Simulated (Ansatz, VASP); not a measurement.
## WSe2 in VASP and in Ansatz

File INCAR:

```
SYSTEM = WSe2
PREC = Accurate
ENCUT = 520
EDIFF = 1E-6
ISMEAR = 0
SIGMA = 0.05
LREAL = .False.
LASPH = .True.
NELM = 100
ALGO = Normal
ISIF = 2
LWAVE = .False.
LCHARG = .False.
GGA = PS
NBANDS = 35
```

KPOINTS

```
Automatic mesh
0
Gamma
  9 9 2
  0 0 0
```

The input POSCAR:

```
WSe2
1.0
    3.2705808386      0.0000000000      0.0000000000
   -1.6352904193      2.8324060913      0.0000000000
    0.0000000000      0.0000000000     23.9869951139
W Se
2 4
Direct
    0.6666666667      0.3333333333      0.1606888074
    0.3333333333      0.6666666667      0.8623778584
    0.3333333333      0.6666666667      0.2073407565
    0.6666666667      0.3333333333      0.9321940382
    0.3333333333      0.6666666667      0.0678059618
    0.6666666667      0.3333333333      0.7926592435
```

Input for Ansatz:

```yaml
crystal:
  lattice:
    - [3.2705808386, 0.0, 0.0]
    - [-1.6352904193, 2.8324060913, 0.0]
    - [0.0, 0.0, 23.9869951139]
  atoms:
    - { symbol: W, position: [0.6666666667, 0.3333333333, 0.1606888074] }
    - { symbol: W, position: [0.3333333333, 0.6666666667, 0.8623778584] }
    - { symbol: Se, position: [0.3333333333, 0.6666666667, 0.2073407565] }
    - { symbol: Se, position: [0.6666666667, 0.3333333333, 0.9321940382] }
    - { symbol: Se, position: [0.3333333333, 0.6666666667, 0.0678059618] }
    - { symbol: Se, position: [0.6666666667, 0.3333333333, 0.7926592435] }
basis:
  ecutwfc: 420
kpoints:
  mp_grid: { grid: [9, 9, 2] }
hamiltonian:
  xc: pbesol
  pseudopotentials: { kind: paw, azcp: { folder: soft_1 } }
scf:
  occupations: { method: gaussian, width: 0.05 }
output:
  forces: true
  stress: true
  eigenvalues: true
```

Alike in both runs: task single point; functional PBEsol; k mesh 9 × 9 × 2; occupations gaussian, width 0.05 eV; no spin polarisation.

|  | VASP | Ansatz |
| --- | --- | --- |
| version | VASP 6.6.1 | Ansatz 0.2.0 |
| potentials or method | VASP PAW PBE potentials, release 64 (W_sv, Se) | scalar-relativistic, plane waves, PAW |
| plane-wave cutoff (eV) | 520 | 420 |
| valence electrons in the cell | 52 | 92 |

Ansatz gave:

```
gap on the k mesh at the Fermi level (eV) : none
rms of the force components (eV/Å)        : 3.585
```

Q: What did VASP give for the same quantities?

A: gap on the k mesh at the Fermi level (eV): none; rms of the force components (eV/Å): 3.613.

Atom by atom the forces differ by 0.037 eV/Å (rms over components). A gap of «none» marks a metal or a gap that the smearing closes. The two sets of potentials don't hold the same shells in valence. Ansatz warned: «pseudo_functional_mismatch».

Caveats: the PAW data sets were made with another functional, which shifts forces and pressure a little (VASP). Spin-orbit coupling is left out, which matters for the levels of W.
